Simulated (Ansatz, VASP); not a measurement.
## TiSe2: VASP beside Ansatz

```
CELL_PARAMETERS angstrom
3.48071 0.00000 0.00000
-1.74036 3.01439 0.00000
0.00000 0.00000 5.87316
ATOMIC_POSITIONS crystal
Ti 0.00000 0.00000 0.00000
Se 0.33333 0.66667 0.26467
Se 0.66667 0.33333 0.73533
```

Alike in both runs: functional PBE; dispersion D3(BJ); k mesh 15 × 15 × 8; occupations gaussian, width 0.1 eV; no spin polarisation.

Ansatz relaxed the structure, and its values are those at the end. VASP's run is a single point on that final structure, the one shown.

|  | VASP | Ansatz |
| --- | --- | --- |
| version | VASP 6.6.1 | Ansatz 0.2.0 |
| potentials or method | VASP PAW PBE potentials, release 64 (Ti_sv, Se) | scalar-relativistic, plane waves, PAW |
| plane-wave cutoff (eV) | 520 | 420 |
| valence electrons in the cell | 24 | 44 |

VASP gave:

- gap on the k mesh at the Fermi level (eV): none
- pressure (GPa): 0.1
- rms of the force components (eV/Å): 0.007

Question: What did Ansatz give for the same quantities?

Answer: gap on the k mesh at the Fermi level (eV): none; pressure (GPa): 0.0; rms of the force components (eV/Å): 0.002.

A gap of «none» marks a metal or a gap that the smearing closes. The two sets of potentials don't hold the same shells in valence.

Caveats: pairwise dispersion overbinds metals, which lowers pressure and volume.
